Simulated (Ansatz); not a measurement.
Crystal: InAs.

```
CELL_PARAMETERS angstrom
0.00000 2.87730 2.87730
2.87730 0.00000 2.87730
2.87730 2.87730 0.00000
ATOMIC_POSITIONS crystal
In 0.50000 0.50000 0.50000
As 0.00000 0.00000 0.00000
```

Measurements of this composition are mostly on another form, of space group No. 216.

- Program: Ansatz 0.2.0
- Task: relaxation of cell and atoms
- Functional: RPBE
- Dispersion: D3(BJ)
- Potentials or basis: Ansatz PAW
- Cutoff: 420 eV (not typed: the program's choice for these potentials)
- k mesh: 8 × 8 × 8
- Occupations: fermi-dirac, width 0.05 eV
- Spin: no spin polarisation

At the start: volume 23.82 Å³/atom.

Q: Where does the relaxation end?

A: It ends after 6 steps and the volume is 19.12 Å³/atom (-19.7 %); space group Fm-3m (No. 225, to 0.05 Å).

The path:
```
step  energy change (eV)  largest force (eV/Å)  volume (Å³)
   1              0.0000                0.0000        47.64
   2             -0.4833                0.0000        41.01
   3             -0.5257                0.0000        36.75
   4             -0.5473                0.0000        38.34
   5             -0.5474                0.0000        38.23
   6             -0.5447                0.0000        38.23
```

Final structure:
```
CELL_PARAMETERS angstrom
0.00000 2.67387 2.67387
2.67387 0.00000 2.67387
2.67387 2.67387 0.00000
ATOMIC_POSITIONS crystal
In 0.50000 0.50000 0.50000
As 0.00000 0.00000 0.00000
```

Caveat: the volume moved by over 15 % at a fixed basis, so the end points are rough; the plane-wave basis is chosen anew once the cell has moved, so the energies of steps on either side of that aren't comparable; pairwise dispersion overbinds metals, which lowers pressure and volume; the PAW data sets come from PBE, with cores solved anew for the run's functional, which leaves a small shift of forces and pressure.
